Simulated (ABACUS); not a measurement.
KCl (Sylvite):

```xyz
2
Lattice="0.0000 3.1465 3.1465 3.1465 0.0000 3.1465 3.1465 3.1465 0.0000" Properties=species:S:1:pos:R:3 pbc="T T T"
K     0.0000    0.0000    0.0000
Cl    3.1465    3.1465    3.1465
```

* Program: ABACUS 3.10.1
* Task: relaxation of cell and atoms
* Functional: PBE
* Potentials or basis: SG15 ONCV 1.2 PBE
* Cutoff: 1007 eV
* Density cutoff: 4027 eV
* Basis: plane waves
* k mesh: 6 × 6 × 6
* Occupations: fermi-dirac, width 0.05 eV
* Spin: no spin polarisation

At the start: pressure 0.7 GPa; volume 31.15 Å³/atom.

How do energy, volume and symmetry change on relaxing?

Over 3 steps the energy falls by 2.9 meV/atom and the volume is 32.50 Å³/atom (+4.3 %); space group Fm-3m (No. 225, to 0.05 Å).

The path:
| step | energy change (eV) | largest force (eV/Å) | pressure (GPa) | volume (Å³) |
| --- | --- | --- | --- | --- |
| 1 | 0.0000 | 0.0000 | 0.74 | 62.30 |
| 2 | -0.0046 | 0.0000 | 0.34 | 63.66 |
| 3 | -0.0058 | 0.0000 | -0.02 | 65.00 |

Final structure:
```
K Cl
1.0
     0.00000    3.19125    3.19125
     3.19125    0.00000    3.19125
     3.19125    3.19125    0.00000
K Cl
1 1
Direct
  0.00000 0.00000 0.00000
  0.50000 0.50000 0.50000
```
